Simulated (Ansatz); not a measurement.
## Structural energy differences of hafnium

These are results of DFT, PBE, plane waves (420 eV) with PAW, scalar-relativistic (Ansatz 0.2.0), not measurements.

Each structure is relaxed within its own symmetry, so a high-lying one may be dynamically unstable.

```csv
structure,ΔE (meV/atom),V (Å³/atom),cell,magnetic state
hcp,0,22.56,"a = 3.205 Å, c = 5.074 Å (c/a = 1.583)",spin not included
omega (AlB2-type),44,22.34,"a = 4.995 Å, c = 3.102 Å (c/a = 0.621)",spin not included
dhcp,51,22.68,"a = 3.200 Å, c = 10.234 Å (c/a = 3.198)",spin not included
fcc,71,22.58,a = 4.487 Å,spin not included
bcc,179,22.33,a = 3.548 Å,spin not included
A15,242,22.60,a = 5.654 Å,spin not included
simple cubic,1082,24.83,a = 2.917 Å,spin not included
diamond,2691,35.14,a = 6.551 Å,spin not included
```

ΔE counts from hcp.

Differences under about 8 meV lie within the error of the k-point mesh.
